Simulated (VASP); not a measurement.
# MgO (P-6m2) in VASP: a series of runs

One crystal, MgO, is run at these levels: PBE; tasks: single point.

Everything below comes from runs of VASP 6.6.1. Logs are shortened: lines on timing, memory, paths and dates and some standing lists are left out, and cuts for length are marked.

**1. The structure**

It takes space group P-6m2 (No. 187, hexagonal). Conventional cell: a = 2.938 Å, b = 2.938 Å, c = 2.680 Å, α = 90.00°, β = 90.00°, γ = 120.00°. Mg (site symmetry -6m2) is surrounded by 6 O at 2.16 Å. O (site symmetry -6m2) has 6 Mg at 2.16 Å as nearest neighbours.

Measurements of this composition are mostly on another form, of space group No. 225.

**2. Single point, PBE**

Contents of INCAR:

```
ADDGRID = False
ALGO = Normal
EDIFF = 1E-7
ENCUT = 900
GGA = PE
ISIF = 2
ISMEAR = 0
LASPH = True
LCHARG = False
LREAL = False
LWAVE = False
NELM = 100
PREC = Accurate
SIGMA = 0.05
```

Contents of KPOINTS:

```
k-points
0
Gamma
  8 8 7
```

Contents of POSCAR:

```
MgO
1.0
    2.9380209034      0.0000000000      0.0000000000
   -1.4690104517      2.5444007392      0.0000000000
    0.0000000000      0.0000000000      2.6796800000
Mg O
1 1
Direct
    0.0000000000      0.0000000000      0.0000000000
    0.3333333333      0.6666666667      0.5000000000
```

Potentials or basis: VASP PAW PBE potentials, release 64 (Mg, O_h).

Command:

```bash
> cat potpaw_PBE.64/Mg/POTCAR potpaw_PBE.64/O_h/POTCAR > POTCAR
> mpirun -np 1 vasp_std > vasp.out
```

OUTCAR:

```text
EDIFF = 1E-7
   ENCUT = 900
   GGA = PE
   ISIF = 2
   ISMEAR = 0
   LASPH = True
   LREAL = False
   NELM = 100
   PREC = Accurate

 Found     40 irreducible k-points:

 Following reciprocal coordinates:
            Coordinates               Weight
  0.000000  0.000000  0.000000      1.000000
  0.125000  0.000000  0.000000      6.000000
  0.250000  0.000000  0.000000      6.000000
  0.375000  0.000000  0.000000      6.000000
  0.500000  0.000000  0.000000      3.000000
  0.125000  0.125000  0.000000      6.000000
   k-points           NKPTS =     40   k-points in BZ     NKDIM =     40   number of bands    NBANDS=      8
   number of dos      NEDOS =    301   number of ions     NIONS =      2
   total plane-waves  NPLWV =  25200
   dimension x,y,z NGX =    30 NGY =   30 NGZ =   28
   dimension x,y,z NGXF=    60 NGYF=   60 NGZF=   56
   ions per type =               1   1
   NGX,Y,Z   is equivalent  to a cutoff of  16.98, 16.98, 17.37 a.u.
   NGXF,Y,Z  is equivalent  to a cutoff of  33.95, 33.95, 34.74 a.u.
 SYSTEM =  unknown system
   PREC   = accura    normal or accurate (medium, high low for compatibility)
   ISTART =      0    job   : 0-new  1-cont  2-samecut
   ICHARG =      2    charge: 1-file 2-atom 10-const
   ISPIN  =      1    spin polarized calculation?
   LNONCOLLINEAR =      F non collinear calculations
   LSORBIT =      F    spin-orbit coupling
   LASPH  =      T    aspherical Exc in radial PAW
   ENCUT  =  900.0 eV  66.15 Ry    8.13 a.u.   7.19  7.19  6.55*2*pi/ulx,y,z
   NELM   =    100;   NELMIN=  2; NELMDL= -5     # of ELM steps
   EDIFF  = 0.1E-06   stopping-criterion for ELM
   LREAL  =      F    real-space projection
   EDIFFG = 0.1E-05   stopping-criterion for IOM
   NSW    =      0    number of steps for IOM
   IBRION =     -1    ionic relax: 0-MD 1-quasi-New 2-CG
   NFREE  =      0    steps in history (QN), initial steepest desc. (CG)
   ISIF   =      2    stress and relaxation
   ISYM   =      2    0-nonsym 1-usesym 2-fastsym
   POTIM  = 0.5000    time-step for ionic-motion
   TEBEG  =    0.0;   TEEND  =   0.0 temperature during run
   PSTRESS=    0.0 pullay stress
   NELECT =       8.0000    total number of electrons
   NUPDOWN=      -1.0000    fix difference up-down
   EMIN   =  10.00;   EMAX   =-10.00  energy-range for DOS
   EFERMI =   0.00;   METHOD = LEGACY
   ISMEAR =     0;   SIGMA  =   0.05  broadening in eV -4-tet -1-fermi 0-gaus
   EFERMI_NEDOS =   21; number of points for ismear=-14 and -15
   IALGO  =     38    algorithm
   IMIX   =      4    mixing-type and parameters
     AMIX     =   0.40;   BMIX     =  1.00
     AMIX_MAG =   1.60;   BMIX_MAG =  1.00
  volume/ion in A,a.u.               =      10.02        67.59
  Fermi-wavevector in a.u.,A,eV,Ry     =   1.205583  2.278221 19.775115  1.453430
  Thomas-Fermi vector in A             =   2.341275
   LORBIT       =      0    0 simple, 1 ext, 2 COOP (PROOUT), +10 PAW based schemes
   GGA     = PE    functional components
   LHFCALC =     F    Hartree Fock is set to
   AEXX    =    0.0000 exact exchange contribution
   IVDW    =     0    specifies the selected vdW correction
   LEPSILON=     F    determine dielectric tensor
   LRPA    =     F    only Hartree local field effects (RPA)
 non-spin polarized calculation
 Gauss-broadening in eV      SIGMA  =   0.05
  energy-cutoff  :      900.00
  volume of cell :       20.03
 maximum number of plane-waves:      1252
 NGX is ok and might be reduce to    30
   NGX = 15   NGY = 15   NGZ = 13

 number of electron       7.9999998 magnetization

 Free energy of the ion-electron system (eV)
  ---------------------------------------------------
  ext. energy  EPLUGINS =         0.00000000
  ---------------------------------------------------
  free energy    TOTEN  =       -11.23759823 eV

  energy without entropy =      -11.23759823  energy(sigma->0) =      -11.23759823

 E-fermi :   3.9956     XC(G=0): -10.7377

 val. band max:        3.6780864038   @ k =   0.3750   0.2500   0.0000
 cond. band min:       6.6858402583   @ k =   0.0000   0.0000   0.0000
 fundamental gap:      3.0077538545
 Fermi energy:         3.9955988414

 k-point     1 :       0.0000    0.0000    0.0000
  band No.  band energies     occupation
      1     -13.7455      2.00000
      2       3.0835      2.00000
      3       3.0835      2.00000
      4       3.2848      2.00000
      5       6.6858      0.00000
      6      15.5583      0.00000
      7      19.2533      0.00000
      8      19.2533      0.00000

 k-point     2 :       0.1250    0.0000    0.0000
  band No.  band energies     occupation
      1     -13.6113      2.00000
      2       2.1256      2.00000
      3       2.9697      2.00000
      4       3.3339      2.00000
      5       7.5953      0.00000
      6      15.5303      0.00000
      7      17.9868      0.00000
      8      19.6444      0.00000

 k-point     3 :       0.2500    0.0000    0.0000
  band No.  band energies     occupation
      1     -13.2661      2.00000
      2       0.5364      2.00000
      3       2.7095      2.00000
      4       3.4556      2.00000
      5       9.0519      0.00000
      6      14.6845      0.00000
      7      17.4944      0.00000
      8      20.5177      0.00000

 k-point     4 :       0.3750    0.0000    0.0000
  band No.  band energies     occupation
      1     -12.8846      2.00000
      2      -0.7148      2.00000
      3       2.4674      2.00000
      4       3.5831      2.00000
      5      10.0374      0.00000
      6      14.0935      0.00000
      7      17.2137      0.00000
      8      21.2379      0.00000

 k-point     5 :       0.5000    0.0000    0.0000
  band No.  band energies     occupation
      1     -12.7133      2.00000
      2      -1.1907      2.00000
      3       2.3714      2.00000
      4       3.6376      2.00000
      5      10.2829      0.00000
      6      14.2160      0.00000
      7      16.7769      0.00000
      8      21.4806      0.00000

 k-point     6 :       0.1250    0.1250    0.0000
  band No.  band energies     occupation
      1     -13.3709      2.00000
      2       1.0262      2.00000
      3       2.6635      2.00000
      4       3.4195      2.00000
      5       8.7412      0.00000
      6      15.0095      0.00000
      7      17.5231      0.00000
      8      20.0985      0.00000

 [... further k-points ...]

------------------------ aborting loop because EDIFF is reached ----------------------------------------

  FORCE on cell =-STRESS in cart. coord.  units (eV):
  Direction    XX          YY          ZZ          XY          YZ          ZX
  --------------------------------------------------------------------------------------
  -------------------------------------------------------------------------------------
  Total       -0.1340755     -0.1340755     -0.1410766      0.0000000      0.0000000      0.0000000
  in kB      -10.7235028    -10.7235028    -11.2834561      0.0000000      0.0000000      0.0000000
  external PRESSURE =     -10.9101539 kB  Pullay stress =       0.0000000 kB

 VOLUME and BASIS-vectors are now :
 -----------------------------------------------------------------------------
  energy-cutoff  :      900.00
  volume of cell :       20.03
      direct lattice vectors                 reciprocal lattice vectors
     2.938020903  0.000000000  0.000000000     0.340365175  0.196509926  0.000000000
    -1.469010452  2.544400739  0.000000000     0.000000000  0.393019851  0.000000000
     0.000000000  0.000000000  2.679680000     0.000000000  0.000000000  0.373178887

 POSITION                                       TOTAL-FORCE (eV/Angst)
 -----------------------------------------------------------------------------------
      0.00000      0.00000      0.00000         0.000000      0.000000      0.000000
     -0.00000      1.69627      1.33984        -0.000000      0.000000      0.000000
 -----------------------------------------------------------------------------------
    total drift:                                0.000000     -0.000000     -0.000000

  FREE ENERGIE OF THE ION-ELECTRON SYSTEM (eV)
  ---------------------------------------------------
  free  energy   TOTEN  =       -11.2375982256 eV

  energy  without entropy=      -11.2375982256  energy(sigma->0) =      -11.23759823
```

It took 14 s on 1 thread of AMD EPYC 7R13 (Zen 3), shared host; peak memory 0.14 GiB.

These settings aren't checked as converged: the numbers below hold their error.

Results:

| Property | Result |
| --- | --- |
| Free energy | -11.2376 eV |
| Pressure | -1.1 GPa |
| Band gap on the k mesh | 3.01 eV, indirect (least direct gap 3.40 eV) |

Caveat: the cutoff is under 1.25 times the usual one of these potentials, so pressure, stress and relaxed cells hold a basis-set (Pulay) error; an odd mesh through Γ misses points on the zone boundary, where band edges often lie.

**3. Single point, PBE**

INCAR is that of step 2.

KPOINTS is that of step 2.

Contents of POSCAR:

```
MgO
1.0
    2.9380209034      0.0000000000      0.0000000000
   -1.4690104517      2.5444007392      0.0000000000
    0.0000000000      0.0000000000      2.6796800000
Mg O
1 1
Direct
   -0.0050010000     -0.0013850000      0.0023980000
    0.2972290000      0.6917140000      0.5132270000
```

Potentials or basis: VASP PAW PBE potentials, release 64 (Mg, O_h).

Command:

```bash
> cat potpaw_PBE.64/Mg/POTCAR potpaw_PBE.64/O_h/POTCAR > POTCAR
> mpirun -np 1 vasp_std > vasp.out
```

OUTCAR:

```text
EDIFF = 1E-7
   ENCUT = 900
   GGA = PE
   ISIF = 2
   ISMEAR = 0
   LASPH = True
   LREAL = False
   NELM = 100
   PREC = Accurate

 Found    226 irreducible k-points:

 Following reciprocal coordinates:
            Coordinates               Weight
  0.000000  0.000000  0.000000      1.000000
  0.125000  0.000000  0.000000      2.000000
  0.000000  0.125000  0.000000      2.000000
 -0.125000  0.125000  0.000000      2.000000
  0.250000  0.000000  0.000000      2.000000
  0.000000  0.250000  0.000000      2.000000
   k-points           NKPTS =    226   k-points in BZ     NKDIM =    226   number of bands    NBANDS=      8
   number of dos      NEDOS =    301   number of ions     NIONS =      2
   total plane-waves  NPLWV =  25200
   dimension x,y,z NGX =    30 NGY =   30 NGZ =   28
   dimension x,y,z NGXF=    60 NGYF=   60 NGZF=   56
   ions per type =               1   1
   NGX,Y,Z   is equivalent  to a cutoff of  16.98, 16.98, 17.37 a.u.
   NGXF,Y,Z  is equivalent  to a cutoff of  33.95, 33.95, 34.74 a.u.
 SYSTEM =  unknown system
   PREC   = accura    normal or accurate (medium, high low for compatibility)
   ISTART =      0    job   : 0-new  1-cont  2-samecut
   ICHARG =      2    charge: 1-file 2-atom 10-const
   ISPIN  =      1    spin polarized calculation?
[... 62 lines left out ...]
 k-point     1 :       0.0000    0.0000    0.0000
  band No.  band energies     occupation
      1     -13.7581      2.00000
      2       2.9946      2.00000
      3       3.1596      2.00000
      4       3.2571      2.00000
      5       6.6612      0.00000
      6      15.5636      0.00000
      7      19.0996      0.00000
      8      19.4489      0.00000
[... 45 lines left out ...]
 k-point     6 :       0.0000    0.2500    0.0000
  band No.  band energies     occupation
      1     -13.2821      2.00000
      2       0.5507      2.00000
      3       2.6657      2.00000
      4       3.4322      2.00000
      5       9.0946      0.00000
      6      14.6409      0.00000
      7      17.5095      0.00000
      8      20.5214      0.00000

 [... further k-points ...]

------------------------ aborting loop because EDIFF is reached ----------------------------------------

  FORCE on cell =-STRESS in cart. coord.  units (eV):
  Direction    XX          YY          ZZ          XY          YZ          ZX
  --------------------------------------------------------------------------------------
  -------------------------------------------------------------------------------------
  Total        0.0714656     -0.0183858      0.1329601     -0.0692852      0.0575212     -0.1045613
  in kB        5.7158958     -1.4705179     10.6342948     -5.5415083      4.6006098     -8.3629288
  external PRESSURE =       4.9598909 kB  Pullay stress =       0.0000000 kB

 VOLUME and BASIS-vectors are now :
 -----------------------------------------------------------------------------
  energy-cutoff  :      900.00
  volume of cell :       20.03
      direct lattice vectors                 reciprocal lattice vectors
     2.938020903  0.000000000  0.000000000     0.340365175  0.196509926  0.000000000
    -1.469010452  2.544400739  0.000000000     0.000000000  0.393019851  0.000000000
     0.000000000  0.000000000  2.679680000     0.000000000  0.000000000  0.373178887

 POSITION                                       TOTAL-FORCE (eV/Angst)
 -----------------------------------------------------------------------------------
      1.45635      2.54088      0.00643        -0.575632      0.319504      0.125526
     -0.14287      1.76000      1.37528         0.575632     -0.319504     -0.125526
 -----------------------------------------------------------------------------------
    total drift:                                0.000850     -0.000794     -0.000712

  FREE ENERGIE OF THE ION-ELECTRON SYSTEM (eV)
  ---------------------------------------------------
  free  energy   TOTEN  =       -11.1919108202 eV

  energy  without entropy=      -11.1919108202  energy(sigma->0) =      -11.19191082
```

stdout:

```text
POSCAR found type information on POSCAR MgO
 POSCAR found :  2 types and       2 ions
 scaLAPACK will be used
 LDA part: xc-table for (Slater+PW92), standard interpolation
 POSCAR, INCAR and KPOINTS ok, starting setup
 FFT: planning ... GRIDC
 FFT: planning ... GRID_SOFT
 FFT: planning ... GRID
 WAVECAR not read
 entering main loop
```

It took 72 s on 1 thread of AMD EPYC 7R13 (Zen 3), shared host; peak memory 0.22 GiB.

These settings aren't checked as converged: the numbers below hold their error.

What came out:

```
Free energy            : -11.1919 eV
Pressure               : 0.5 GPa
Largest force          : 0.670 eV/Å
Band gap on the k mesh : 2.95 eV, indirect (least direct gap 3.40 eV)
```

Caveat: the cutoff is under 1.25 times the usual one of these potentials, so pressure, stress and relaxed cells hold a basis-set (Pulay) error; an odd mesh through Γ misses points on the zone boundary, where band edges often lie.

**4. Single point, PBE**

Changes to INCAR since step 3:

```diff
@@ -3,3 +3,3 @@
 EDIFF = 1E-7
-ENCUT = 900
+ENCUT = 500
 GGA = PE
```

Contents of KPOINTS:

```
k-points
0
Gamma
  11 11 10
```

Contents of POSCAR:

```
MgO
1.0
    2.9380209034      0.0000000000      0.0000000000
   -1.4690104517      2.5444007392      0.0000000000
    0.0000000000      0.0000000000      2.6796800000
Mg O
1 1
Direct
    0.0000000000      0.0000000000      0.0000000000
    0.3333333333      0.6666666667      0.5000000000
```

Command:

```bash
> cat potpaw_PBE.64/Mg/POTCAR potpaw_PBE.64/O_h/POTCAR > POTCAR
> mpirun -np 1 vasp_std > vasp.out
```

Run time: 12 s. Hardware: 1 thread of AMD EPYC 7R13 (Zen 3), shared host; peak memory 0.11 GiB.

The run converged, but a check on its numbers failed (symmetry, net force, bounds or a known fault of this set-up), so they aren't taken as properties of the crystal.

Caveat: the cutoff lies under the usual one of these potentials, so the numbers hold a large basis-set error; a pressure of tens of GPa on the cell as given is suspect, and the run, the potentials or the cell itself is likely at fault; an odd mesh through Γ misses points on the zone boundary, where band edges often lie.
